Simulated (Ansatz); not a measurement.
# Nd (bcc)

Computed with Ansatz (plane waves, PAW, 420 eV cutoff): PBE with spin–orbit coupling, two-component spinors, Γ-centred 14×14×14 mesh, 0.05 eV Gaussian smearing; PAW files: Ansatz's generated set soft_2.

```xyz
1
Lattice="-2.0643 2.0643 2.0643 2.0643 -2.0643 2.0643 2.0643 2.0643 -2.0643" Properties=species:S:1:pos:R:3 pbc="T T T"
Nd    0.0000    0.0000    0.0000
```

At room temperature and ambient pressure Nd is dhcp.

Magnetic state: ferromagnetic, site spin moments Nd 3.14 μB, along [001] (Cartesian), which lowers the symmetry.

The cell is relaxed to zero pressure at this level.

The electronic state has lower symmetry than the lattice and leaves a non-hydrostatic stress of up to 0.2 GPa in this cell.

Path: Γ–H–N–Γ–P–H | P–N, with Γ = (0.000, 0.000, 0.000), H = (0.500, -0.500, 0.500), N = (0.000, 0.000, 0.500), P = (0.250, 0.250, 0.250) in reciprocal vectors of the calculation's cell.

Is it a metal or an insulator, and if it has a gap, where are the band edges on this path?

A metal: bands cross the Fermi level.

Bands as a text map, energy in eV from the Fermi level (dashes), each leg drawn with the same width:
```
  3.71 | ***  *      *  *  *   ***  ** ****            **             
  3.43 |  *  * *                 ***    *                             
  3.14 | ***** *       *  ****      *  *              *            ***
  2.86 |*****         * ***   **************        **           **   
  2.57 |**************************************************************
  2.29 |**********************************************************  **
  2.00 |**************************************************************
  1.71 |*************************************           ***    *******
  1.43 |******         ** *   **  ********            **     ** *     
  1.14 |     *           *      ***      **    *****  *    **  *      
  0.86 |    *  ************* *****        ******* *************       
  0.57 |***************** ********************************************
  0.29 |**************************************************************
  0.00 |***---*---------********---********************----***********
 -0.29 |********      **      *****************  *****        ***     
 -0.57 |**************************************************************
 -0.86 |     ****   ******                   *    ***** *      *  *   
 -1.14 |    ** * ****  *  ******           **          * **     *  ***
 -1.43 |        *   *** **      *                       *        *    
 -1.71 |         ****     *      *        **             **       **  
 -2.00 |   **              *****                                    **
 -2.29 |                        * *      *                            
 -2.57 |  *                      * *      *                           
 -2.86 |   *                      * *   *                             
 -3.14 |**                           *** *                            
 -3.43 |  *                        *    *                             
 -3.71 | *                          *                                 
 -4.00 |*                            ***                              
        Γ         H         N         Γ         P         HP         N
```

Without a U the open 4f shell is pinned at the Fermi level, an artefact: in the real crystal it splits into occupied and empty levels away from it, and its large orbital moment is underestimated. Site moments are of spin, integrated over Gaussian weights of 0.5 Å, which gives about a tenth less on f atoms than spheres do. Only parallel moments were tried, so the real magnetic order may be another.

The state of the open shells isn't shown to be the lowest, and forces and pressures are less sure for it.

On the Nd 4f shell the spin moment is 3.32 μB and the orbital moment 1.86 μB, opposed to it, 1.46 μB net (projected on atomic orbitals, along the moments' axis).
